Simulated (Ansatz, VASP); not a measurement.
**KCl: VASP beside Ansatz**

Contents of INCAR:

```
SYSTEM = KCl
  PREC = Accurate
  ENCUT = 520
  EDIFF = 1E-8
  ISMEAR = -1
  SIGMA = 0.03
  LREAL = .False.
  LASPH = .True.
  NELM = 80
  ALGO = Normal
  ISIF = 2
  LWAVE = .False.
  LCHARG = .False.
  GGA = PE
  LEFG = .True.
  NBANDS = 15
```

KPOINTS

```
Automatic mesh
0
Gamma
  7 7 7
  0 0 0
```

Contents of POSCAR:

```
KCl
1.0
    0.0000000000      3.1770019336      3.1770019336
    3.1770019336      0.0000000000      3.1770019336
    3.1770019336      3.1770019336      0.0000000000
K Cl
1 1
Direct
    0.0000000000      0.0000000000      0.0000000000
    0.5000000000      0.5000000000      0.5000000000
```

Input for Ansatz:

```yaml
crystal:
  lattice:
    - [0.0, 3.1770019336, 3.1770019336]
    - [3.1770019336, 0.0, 3.1770019336]
    - [3.1770019336, 3.1770019336, 0.0]
  atoms:
    - { symbol: K, position: [0.0, 0.0, 0.0] }
    - { symbol: Cl, position: [0.5, 0.5, 0.5] }
kpoints:
  mp_grid: { grid: [7, 7, 7] }
scf:
  occupations: { method: fermi_dirac, width: 0.03 }
hamiltonian:
  xc: pbe
  pseudopotentials: { kind: paw }
output:
  forces: true
  stress: true
  eigenvalues: true
  efg: { contact_densities: true }
```

Change from the starting cell: volume scaled by 1.02, PAW files.

Alike in both runs: task electric field gradients; functional PBE; k mesh 7 × 7 × 7; occupations fermi-dirac, width 0.03 eV; no spin polarisation.

|  | VASP | Ansatz |
| --- | --- | --- |
| version | VASP 6.6.1 | Ansatz 0.2.0 |
| potentials or method | VASP PAW PBE potentials, release 64 (K_sv, Cl) | PAW with Ansatz's default frozen-core files, scalar-relativistic |
| plane-wave cutoff (eV) | 520 | 420 |
| valence electrons in the cell | 16 | 16 |

```csv
,VASP,Ansatz,Ansatz less VASP
gap on the k mesh at the Fermi level (eV),5.09,5.09,+0.002
pressure (GPa),0.2,0.2,-0.02
Vzz of the field gradient on the site that differs most (V/Å²),0.0,0.0,0.00
```

Caveats: an odd mesh through Γ misses points on the zone boundary, where band edges often lie.
